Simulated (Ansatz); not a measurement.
Zinc-blende ZnTe was calculated with r²SCAN+rVV10 in Ansatz (PAW).

Settings: plane-wave cutoff 500 eV, 10×10×10 k mesh, gaussian smearing 0.02 eV, scalar-relativistic PAW data made under PBE.

Cell (relaxed at this level):

```xyz
2
Lattice="0.0000 3.0405 3.0405 3.0405 0.0000 3.0405 3.0405 3.0405 0.0000" Properties=species:S:1:pos:R:3 pbc="T T T"
Zn     0.0000     0.0000     0.0000
Te     1.5202     1.5202     1.5202
```

Problem. What does this level give for the band gap?

Solution. 
- band gap: 1.84 eV (on the SCF k mesh)

Measured, for comparison: band gap 2.43 eV (zero-point renormalisation of 40 meV (experimental, the table's column) added back here, direct; inputs from Miglio et al. (2020), arXiv:2011.12765).

Spin–orbit coupling is not included; with these elements it can move the gap by several tenths of an eV or more.

Computed values are for the static lattice.

Ansatz is a program for electronic structure.
